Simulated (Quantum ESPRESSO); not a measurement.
## PbSe: equation of state with PBE

Crystal: PbSe.

```
CELL_PARAMETERS angstrom
3.78432 0.00000 0.00000
0.00000 3.78432 0.00000
0.00000 0.00000 3.78432
ATOMIC_POSITIONS crystal
Pb 0.00000 0.00000 0.00000
Se 0.50000 0.50000 0.50000
```

Measurements of this composition are mostly on another form, of space group No. 225.

```json
{
 "Program": "Quantum ESPRESSO 7.5",
 "Task": "equation of state",
 "Functional": "PBE",
 "Potentials or basis": "SSSP 1.3 efficiency PBE",
 "Cutoff": "748 eV",
 "Density cutoff": "5987 eV",
 "k mesh": "7 × 7 × 7",
 "Occupations": "fermi-dirac, width 0.05 eV",
 "Spin": "no spin polarisation",
 "Mixing beta": "0.5",
 "Most SCF iterations": "120",
 "SCF threshold": "4e-10 Ry"
}
```

The equilibrium volume is 27.04 Å³/atom. The bulk modulus is 48 GPa and the pressure derivative of the bulk modulus is 4.8.

Energy against volume, from the lowest point:
| volume (Å³/atom) | energy (meV/atom) |
| --- | --- |
| 25.472 | 15.39 |
| 26.014 | 6.32 |
| 26.556 | 1.34 |
| 27.098 | 0.00 |
| 27.640 | 1.89 |
| 28.182 | 6.65 |
| 28.724 | 14.00 |

All runs of the series together: 3.8 min on 1 thread of Intel(R) Xeon(R) Platinum 8488C (Sapphire Rapids), on a shared host.

The run has no spin-orbit coupling, so splittings on Pb are missing.
